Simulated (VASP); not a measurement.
Write the native input for VASP 6.6.1 that does the following.

| Property | Result |
| --- | --- |
| Task | single point |
| Functional | r2SCAN |
| Potentials or basis | VASP PAW PBE potentials, release 64 (Bi_d) |
| Cutoff | 520 eV |
| k mesh | 6 × 6 × 6 |
| Occupations | gaussian, width 0.1 eV |
| Spin | no spin polarisation |
| Dipole correction | no |
| Further INCAR settings | ALGO = Normal; EDIFF = 1e-06; NBANDS = 14 |

Bi:

```xyz
1
Lattice="0.0000 2.5245 2.8435 2.1803 0.0000 2.8435 2.1803 2.5245 0.0000" Properties=species:S:1:pos:R:3 pbc="T T T"
Bi    0.0000    0.0000    0.0000
```

The cell was built by a generator and needn't be a form met in nature.

One way to write it, as run:

POSCAR

```
Bi
1.0
    0.0000000000      2.5245372069      2.8434829591
    2.1803214472      0.0000000000      2.8434829591
    2.1803214472      2.5245372069      0.0000000000
Bi
1
Direct
    0.0000000000      0.0000000000      0.0000000000
```

INCAR.step1

```
  PREC = Accurate
  ENCUT = 520
  ISMEAR = 0
  SIGMA = 0.1
  LREAL = F
  LASPH = T
  NELM = 100
  NBANDS = 14
  GGA = PE
  ALGO = Normal
  EDIFF = 1E-4
  LWAVE = T
  LCHARG = F
```

INCAR.step2

```
  PREC = Accurate
  ENCUT = 520
  EDIFF = 1E-6
  ISMEAR = 0
  SIGMA = 0.1
  LREAL = F
  LASPH = T
  NELM = 100
  ALGO = Normal
  ISIF = 2
  LWAVE = F
  LCHARG = F
  METAGGA = R2SCAN
  LMIXTAU = T
  NBANDS = 14
  ISTART = 1
```

KPOINTS

```
Automatic mesh
0
Gamma
  6 6 6
```

Potentials or basis: VASP PAW PBE potentials, release 64 (Bi_d).

Command:

```sh
$ cat potpaw_PBE.64/Bi_d/POTCAR > POTCAR
$ cp INCAR.step1 INCAR
$ mpirun -np 1 vasp_std > vasp.out
$ cp INCAR.step2 INCAR
$ mpirun -np 1 vasp_std > vasp.out
```

It gave:

The pressure is -0.1 GPa and the band gap on the k mesh is none (metal or under the smearing width).

Caveat: the k mesh is coarse (spacing up to 0.37 Å⁻¹), so the values aren't converged; the PAW data sets were made with another functional, which shifts forces and pressure a little; spin-orbit coupling is left out, which moves the levels of the heavy elements.

Run time: 51 s on 1 thread of AMD EPYC 9R45 (Zen 5), with other jobs on the host, peak memory 0.14 GiB.
